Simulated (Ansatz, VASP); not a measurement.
# Two plane-wave programs on C

Contents of INCAR:

```
  ALGO = Normal
  EDIFF = 1E-7
  ENCUT = 520
  GGA = PE
  ISIF = 2
  ISMEAR = 0
  LASPH = True
  LCHARG = False
  LREAL = False
  LWAVE = False
  NBANDS = 11
  NELM = 80
  PREC = Accurate
  SIGMA = 0.02
```

The input KPOINTS:

```
k-points
0
Gamma
  12 12 12
```

Contents of POSCAR:

```
C
1.0
    0.0000000000      1.7492830295      1.7492830295
    1.7492830295      0.0000000000      1.7492830295
    1.7492830295      1.7492830295      0.0000000000
C
2
Direct
    0.0000000000      0.0000000000      0.0000000000
    0.2500000000      0.2500000000      0.2500000000
```

Input for Ansatz:

```yaml
crystal:
  lattice:
    - [0.0, 1.7492830295, 1.7492830295]
    - [1.7492830295, 0.0, 1.7492830295]
    - [1.7492830295, 1.7492830295, 0.0]
  atoms:
    - { symbol: C, position: [0.0, 0.0, 0.0] }
    - { symbol: C, position: [0.25, 0.25, 0.25] }
basis:
  ecutwfc: 420
kpoints:
  mp_grid: { grid: [12, 12, 12] }
hamiltonian:
  xc: pbe
scf:
  occupations: { method: gaussian, width: 0.02 }
output:
  forces: true
  stress: true
  eigenvalues: true
```

Alike in both runs: task single point; functional PBE; k mesh 12 × 12 × 12; occupations gaussian, width 0.02 eV; no spin polarisation.

```csv
,VASP,Ansatz
version,VASP 6.6.1,Ansatz 0.2.0
potentials or method,"VASP PAW PBE potentials, release 64 (C)","scalar-relativistic, plane waves, PAW"
plane-wave cutoff (eV),520,420
valence electrons in the cell,8,8
```

```csv
,VASP,Ansatz,Ansatz less VASP
gap on the k mesh at the Fermi level (eV),4.29,4.29,+0.007
least direct gap on the mesh (eV),5.75,5.76,+0.006
```
